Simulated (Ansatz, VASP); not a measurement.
# MgO in VASP and in Ansatz

INCAR

```
SYSTEM = MgO
ALGO = Fast
EDIFF = 1E-6
ENCUT = 520
GGA = PS
ISIF = 2
ISMEAR = 0
LASPH = .TRUE.
LCHARG = .FALSE.
LREAL = .FALSE.
LWAVE = .FALSE.
NBANDS = 11
NELM = 80
PREC = Accurate
SIGMA = 0.05
```

The input KPOINTS:

```
k-points
0
G
  9 9 8
  0 0 0
```

Contents of POSCAR:

```
MgO
1.0
    2.9380209034      0.0000000000      0.0000000000
   -1.4690104517      2.5444007392      0.0000000000
    0.0000000000      0.0000000000      2.6796800000
Mg O
1 1
Direct
    0.0393019851      0.0786039702     -0.0746357774
    0.3333333333      0.6666666667      0.5000000000
```

Input for Ansatz:

```yaml
crystal:
  lattice:
    - [2.9380209034, 0.0, 0.0]
    - [-1.4690104517, 2.5444007392, 0.0]
    - [0.0, 0.0, 2.67968]
  atoms:
    - { symbol: Mg, position: [0.0393019851, 0.0786039702, -0.0746357774] }
    - { symbol: O, position: [0.3333333333, 0.6666666667, 0.5] }
basis:
  ecutwfc: 420
kpoints:
  mp_grid: { grid: [9, 9, 8] }
hamiltonian:
  xc: pbesol
scf:
  occupations: { method: gaussian, width: 0.05 }
output:
  forces: true
  stress: true
  eigenvalues: true
```

Alike in both runs: task single point; functional PBEsol; k mesh 9 × 9 × 8; occupations gaussian, width 0.05 eV; no spin polarisation.

|  | VASP | Ansatz |
| --- | --- | --- |
| version | VASP 6.6.1 | Ansatz 0.2.0 |
| potentials or method | VASP PAW PBE potentials, release 64 (Mg, O) | scalar-relativistic, plane waves, PAW |
| plane-wave cutoff (eV) | 520 | 420 |
| valence electrons in the cell | 8 | 16 |

```csv
,VASP,Ansatz,Ansatz less VASP
gap on the k mesh at the Fermi level (eV),2.85,2.85,+0.005
least direct gap on the mesh (eV),3.34,3.34,0.000
pressure (GPa),2.6,2.9,+0.38
largest component of the traceless stress (GPa),9.81,9.66,-0.145
rms of the force components (eV/Å),0.975,0.961,-0.0148
```

Atom by atom the forces differ by 0.015 eV/Å (rms over components). The two sets of potentials don't hold the same shells in valence.

Caveats: the PAW data sets were made with another functional, which shifts forces and pressure a little (VASP); an odd mesh through Γ misses points on the zone boundary, where band edges often lie.
